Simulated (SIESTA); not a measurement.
AgCl (Chlorargyrite):

```
Ag Cl
1.0
     0.00000    2.73500    2.73500
     2.73500    0.00000    2.73500
     2.73500    2.73500    0.00000
Ag Cl
1 1
Direct
  0.00000 0.00000 0.00000
  0.50000 0.50000 0.50000
```

Base run:

```yaml
Program: SIESTA 5.4.2
Functional: AM05
Potentials_or_basis: PseudoDojo 0.4 standard (PBEsol files)
Basis: DZP (energy shift 0.003 Ry; two zetas on semicore shells)
Grid_cutoff: 800 Ry
Energy_shift: 0.003 Ry
k_mesh: 8 × 8 × 8
Occupations: fermi-dirac, width 0.05 eV
Spin: no spin polarisation
```

Its results: band gap on the k mesh 1.05 eV, indirect (least direct gap 3.47 eV); pressure 0.7 GPa.

Question: The run is repeated on the same cell with these changes: functional from AM05 to PBEsol. What comes out?

Answer: Band gap on the k mesh 0.97 eV, indirect (least direct gap 3.39 eV); pressure -0.4 GPa.

Caveats: short orbitals over semicore shells can move pressures by several GPa; the basis of atomic orbitals isn't converged, which shifts pressures, moduli and gaps; the potentials were made for another functional, which shifts forces and pressure (some runs).

Not every run made on this cell is shown here.
